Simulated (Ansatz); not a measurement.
The crystal is Ga16P15N (quasi-random alloy, started on the GaP lattice) (I-43m).

It takes space group I-43m (No. 217, cubic). Conventional cell: a = 10.660 Å, b = 10.660 Å, c = 10.660 Å, α = 90.00°, β = 90.00°, γ = 90.00°. Ga has 4 P at 2.31 to 2.34 Å nearest. Nearest to Ga lie 1 N at 2.01 Å and 3 P at 2.36 Å. P has 4 Ga at 2.34 Å nearest. Nearest to P lie 4 Ga at 2.31 to 2.36 Å. Nearest to N lie 4 Ga at 2.01 Å. It derives from GaP. Farther neighbours and most contacts between anions are not listed.

```xyz
32
Lattice="-5.3298 5.3298 -5.3298 5.3298 5.3298 5.3298 5.3298 -5.3298 -5.3298" Properties=species:S:1:pos:R:3 pbc="T T T"
Ga   -0.0274   -0.0020   -0.0274
Ga    2.6923    2.6669   -0.0274
Ga   -0.0020   -0.0274   -5.3571
Ga    2.6669    2.6923   -5.3571
Ga   -2.6375    5.3277   -2.6375
Ga    5.3024    2.6923    2.6669
Ga    2.6669   -0.0274   -2.6375
Ga    5.5008    2.4938   -2.8359
Ga    0.1711    5.5008    0.1711
Ga   -2.8359    2.4938   -5.1587
Ga    5.3024   -0.0274   -0.0020
Ga    2.6923   -2.6375   -5.3318
Ga    2.4938    5.5008    2.4938
Ga   -0.0020    2.6923   -2.6375
Ga    2.6923    5.3024   -2.6628
Ga    5.3024   -2.6628   -2.6375
P     1.3324    1.3324    1.3324
P     3.9444    4.0503    1.3334
P     1.3324    1.3324   -3.9973
P     4.0503    3.9444   -3.9964
P    -1.2795    6.6612   -1.2795
P     1.3334   -1.3854   -1.2795
P     4.0503    1.3334   -1.3854
P     1.3315   -1.3854   -6.7151
N     1.3324    6.6622    1.3324
P    -1.3854    3.9444   -3.9983
P     6.6622    1.3324    1.3324
P     4.0503   -1.2795   -3.9983
P    -1.3854    1.3315   -1.3854
P     1.3315    4.0503   -1.2795
P    -1.3854    1.3334   -6.6093
P     6.6632   -1.2795   -1.3854
```

The structure was relaxed with LDA. The runs that relaxed it are not among those shown. PAW set soft_2, made with PBE.

Gaps computed with Ansatz 0.2.0 without a self-energy: LDA 0.96 eV, r2SCAN 1.40 eV and HSE06 1.85 eV.

**Question.** What gap should G0W0 on LDA give (2×2×2 mesh, 1077 empty bands, screening to 85 eV, default PAW files)?

About 1.65 eV: on its mesh the run moves the gap from 0.96 eV by +0.70 eV. Among the scalar-relativistic levels given, HSE06 is nearest (+0.20 eV). Bands and cutoff are finite, so the gap is not at the basis limit. The miss can reach some tenths of an eV and take either sign; the mesh is an error of its own. The 2×2×2 mesh is coarse for this cell (its supercell is 18 Å along the shortest edge). The RPA ε∞ on it, from the LDA start, is 13.33; such meshes misread the long-range screening, most where the gap is narrow. The many-body steps are scalar-relativistic: spin-orbit coupling is not in them.

[Paths, hosts, dates, memory and timing lines, banners, echoed tables and standing remarks are left out of the program output.]

[Logs are printed without paths, hosts, clocks, repeated set-up lines and the standing remarks that a program may print on its own settings, such as how far it seeks lower states.]

[Runs of the session that timed out or met a known fault of the program may be left out.]

[Cells called generated may have been cut or substituted from an entry of the Crystallography Open Database or the Materials Project.]

[Hosts, paths, dates, database ids (printed as entryN), source tags and the programs' standing remarks are cut or masked in the printed files.]
